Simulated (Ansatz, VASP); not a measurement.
Two plane-wave programs on W4C3

```
CELL_PARAMETERS angstrom
2.89841 0.00000 0.00000
-1.44921 2.51010 0.00000
0.00000 0.00000 23.48284
ATOMIC_POSITIONS crystal
W 0.00000 0.00000 0.32135
W 0.00000 0.00000 0.43973
W 0.00000 0.00000 0.56027
W 0.00000 0.00000 0.67865
C 0.66667 0.33333 0.37878
C 0.66667 0.33333 0.50000
C 0.66667 0.33333 0.62122
```

Alike in both runs: functional PBEsol; k mesh 12 × 12 × 1; occupations gaussian, width 0.1 eV; no spin polarisation.

Ansatz relaxed the structure, and its values are those at the end. VASP's run is a single point on that final structure, the one shown.

|  | VASP | Ansatz |
| --- | --- | --- |
| version | VASP 6.6.1 | Ansatz 0.2.0 |
| potentials or method | VASP PAW PBE potentials, release 64 (W_sv, C) | scalar-relativistic, plane waves, PAW |
| plane-wave cutoff (eV) | 520 | 420 |
| valence electrons in the cell | 68 | 68 |

Ansatz gave:

* gap on the k mesh at the Fermi level (eV): none
* rms of the force components (eV/Å): 0.000

**Question.** Estimate VASP's values.

**Answer.** gap on the k mesh at the Fermi level (eV): none; rms of the force components (eV/Å): 0.020.

A gap of «none» marks a metal or a gap that the smearing closes.

Caveats: the PAW data sets were made with another functional, which shifts forces and pressure a little (VASP). Spin-orbit coupling is left out, which matters for the levels of W.
